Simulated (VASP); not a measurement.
Set up this calculation in VASP 6.6.1, as the native input.

| Item | Value |
| --- | --- |
| Task | band structure |
| Functional | TB-mBJ |
| Potentials or basis | VASP PAW PBE potentials, release 64 (Te, Sr_sv) |
| Cutoff | 520 eV |
| k mesh | 8 × 8 × 8 |
| Occupations | gaussian, width 0.03 eV |
| Spin | no spin polarisation |
| Further INCAR settings | ALGO = Normal; EDIFF = 1e-07; NBANDS = 15 |

Crystal: SrTe.

```xyz
2
Lattice="0.0000 3.3076 3.3076 3.3076 0.0000 3.3076 3.3076 3.3076 0.0000" Properties=species:S:1:pos:R:3 pbc="T T T"
Te    3.3076    3.3076    3.3076
Sr    0.0000    0.0000    0.0000
```

The cell was built by a generator and needn't be a form met in nature.

The input as run:

POSCAR

```
SrTe                                    
1.0
    0.0000000000      3.3076002723      3.3076002723
    3.3076002723      0.0000000000      3.3076002723
    3.3076002723      3.3076002723      0.0000000000
  Te              Sr            
     1     1
Direct
     0.5000000000000000    0.5000000000000000    0.5000000000000000
     0.0000000000000000    0.0000000000000000    0.0000000000000000
```

INCAR.step1

```
SYSTEM = SrTe
ALGO = Normal
EDIFF = 1E-5
ENCUT = 520
GGA = PE
ISIF = 2
ISMEAR = 0
LASPH = .True.
LCHARG = .False.
LREAL = .False.
LWAVE = .True.
NBANDS = 15
NELM = 80
PREC = Accurate
SIGMA = 0.03
```

INCAR.step2

```
SYSTEM = SrTe
ALGO = Normal
EDIFF = 1E-7
ENCUT = 520
ISIF = 2
ISMEAR = 0
ISTART = 1
LASPH = .True.
LCHARG = .False.
LREAL = .False.
LWAVE = .False.
METAGGA = MBJ
NBANDS = 15
NELM = 80
PREC = Accurate
SIGMA = 0.03
```

KPOINTS

```
k-points
0
Gamma
  8 8 8
  0 0 0
```

KPOINTS_OPT

```
explicit points
109
Reciprocal
 0.0000000000  0.0000000000  0.0000000000 1
 0.0555555556  0.0000000000  0.0555555556 1
 0.1111111111  0.0000000000  0.1111111111 1
 0.1666666667  0.0000000000  0.1666666667 1
 0.2222222222  0.0000000000  0.2222222222 1
 0.2777777778  0.0000000000  0.2777777778 1
 0.3333333333  0.0000000000  0.3333333333 1
 0.3888888889  0.0000000000  0.3888888889 1
 0.4444444444  0.0000000000  0.4444444444 1
 0.5000000000  0.0000000000  0.5000000000 1
 0.5000000000  0.0000000000  0.5000000000 1
 0.5000000000  0.0277777778  0.5277777778 1
 0.5000000000  0.0555555556  0.5555555556 1
 0.5000000000  0.0833333333  0.5833333333 1
 0.5000000000  0.1111111111  0.6111111111 1
 0.5000000000  0.1388888889  0.6388888889 1
 0.5000000000  0.1666666667  0.6666666667 1
 0.5000000000  0.1944444444  0.6944444444 1
 0.5000000000  0.2222222222  0.7222222222 1
 0.5000000000  0.2500000000  0.7500000000 1
 0.5000000000  0.2500000000  0.7500000000 1
 0.4861111111  0.2638888889  0.7500000000 1
 0.4722222222  0.2777777778  0.7500000000 1
 0.4583333333  0.2916666667  0.7500000000 1
 0.4444444444  0.3055555556  0.7500000000 1
 0.4305555556  0.3194444444  0.7500000000 1
 0.4166666667  0.3333333333  0.7500000000 1
 0.4027777778  0.3472222222  0.7500000000 1
 0.3888888889  0.3611111111  0.7500000000 1
 0.3750000000  0.3750000000  0.7500000000 1
 0.3750000000  0.3750000000  0.7500000000 1
 0.3333333333  0.3333333333  0.6666666667 1
 0.2916666667  0.2916666667  0.5833333333 1
 0.2500000000  0.2500000000  0.5000000000 1
 0.2083333333  0.2083333333  0.4166666667 1
 0.1666666667  0.1666666667  0.3333333333 1
 0.1250000000  0.1250000000  0.2500000000 1
 0.0833333333  0.0833333333  0.1666666667 1
 0.0416666667  0.0416666667  0.0833333333 1
 0.0000000000  0.0000000000  0.0000000000 1
 0.0000000000  0.0000000000  0.0000000000 1
 0.0555555556  0.0555555556  0.0555555556 1
 0.1111111111  0.1111111111  0.1111111111 1
 0.1666666667  0.1666666667  0.1666666667 1
 0.2222222222  0.2222222222  0.2222222222 1
 0.2777777778  0.2777777778  0.2777777778 1
 0.3333333333  0.3333333333  0.3333333333 1
 0.3888888889  0.3888888889  0.3888888889 1
 0.4444444444  0.4444444444  0.4444444444 1
 0.5000000000  0.5000000000  0.5000000000 1
 0.5000000000  0.5000000000  0.5000000000 1
 0.5138888889  0.4722222222  0.5138888889 1
 0.5277777778  0.4444444444  0.5277777778 1
 0.5416666667  0.4166666667  0.5416666667 1
 0.5555555556  0.3888888889  0.5555555556 1
 0.5694444444  0.3611111111  0.5694444444 1
 0.5833333333  0.3333333333  0.5833333333 1
 0.5972222222  0.3055555556  0.5972222222 1
 0.6111111111  0.2777777778  0.6111111111 1
 0.6250000000  0.2500000000  0.6250000000 1
 0.6250000000  0.2500000000  0.6250000000 1
 0.6111111111  0.2500000000  0.6388888889 1
 0.5972222222  0.2500000000  0.6527777778 1
 0.5833333333  0.2500000000  0.6666666667 1
 0.5694444444  0.2500000000  0.6805555556 1
 0.5555555556  0.2500000000  0.6944444444 1
 0.5416666667  0.2500000000  0.7083333333 1
 0.5277777778  0.2500000000  0.7222222222 1
 0.5138888889  0.2500000000  0.7361111111 1
 0.5000000000  0.2500000000  0.7500000000 1
 0.5000000000  0.2500000000  0.7500000000 1
 0.5000000000  0.2777777778  0.7222222222 1
 0.5000000000  0.3055555556  0.6944444444 1
 0.5000000000  0.3333333333  0.6666666667 1
 0.5000000000  0.3611111111  0.6388888889 1
 0.5000000000  0.3888888889  0.6111111111 1
 0.5000000000  0.4166666667  0.5833333333 1
 0.5000000000  0.4444444444  0.5555555556 1
 0.5000000000  0.4722222222  0.5277777778 1
 0.5000000000  0.5000000000  0.5000000000 1
 0.5000000000  0.5000000000  0.5000000000 1
 0.4861111111  0.4861111111  0.5277777778 1
 0.4722222222  0.4722222222  0.5555555556 1
 0.4583333333  0.4583333333  0.5833333333 1
 0.4444444444  0.4444444444  0.6111111111 1
 0.4305555556  0.4305555556  0.6388888889 1
 0.4166666667  0.4166666667  0.6666666667 1
 0.4027777778  0.4027777778  0.6944444444 1
 0.3888888889  0.3888888889  0.7222222222 1
 0.3750000000  0.3750000000  0.7500000000 1
 0.6250000000  0.2500000000  0.6250000000 1
 0.6111111111  0.2222222222  0.6111111111 1
 0.5972222222  0.1944444444  0.5972222222 1
 0.5833333333  0.1666666667  0.5833333333 1
 0.5694444444  0.1388888889  0.5694444444 1
 0.5555555556  0.1111111111  0.5555555556 1
 0.5416666667  0.0833333333  0.5416666667 1
 0.5277777778  0.0555555556  0.5277777778 1
 0.5138888889  0.0277777778  0.5138888889 1
 0.5000000000  0.0000000000  0.5000000000 1
 0.0000000000  0.0000000000  0.0000000000 1
 0.3750000000  0.3750000000  0.7500000000 1
 0.5000000000  0.5000000000  0.5000000000 1
 0.6250000000  0.2500000000  0.6250000000 1
 0.5000000000  0.2500000000  0.7500000000 1
 0.5000000000  0.0000000000  0.5000000000 1
 0.4000000000  0.0000000000  0.4000000000 1
 0.4250000000  0.0000000000  0.4250000000 1
 0.4500000000  0.0000000000  0.4500000000 1
```

Potentials or basis: VASP PAW PBE potentials, release 64 (Te, Sr_sv).

Run with:

```console
$ cat potpaw_PBE.64/Te/POTCAR potpaw_PBE.64/Sr_sv/POTCAR > POTCAR
$ cp INCAR.step1 INCAR
$ mpirun -np 1 vasp_std > vasp.out
$ cp INCAR.step2 INCAR
$ mpirun -np 1 vasp_std > vasp.out
```

Results of the run:

| Property | Result |
| --- | --- |
| Band gap on the k mesh | 2.32 eV, indirect (least direct gap 3.01 eV) |
| Band gap along the path | 2.32 eV, indirect (least direct gap 3.01 eV) |

Caveat: spin-orbit coupling is left out, which moves the levels of the heavy elements.

Run time: 5.1 min on 1 thread of Intel(R) Xeon(R) Platinum 8259CL CPU @ 2.50GHz (Skylake/Cascade Lake), on a shared host, peak memory 0.25 GiB.
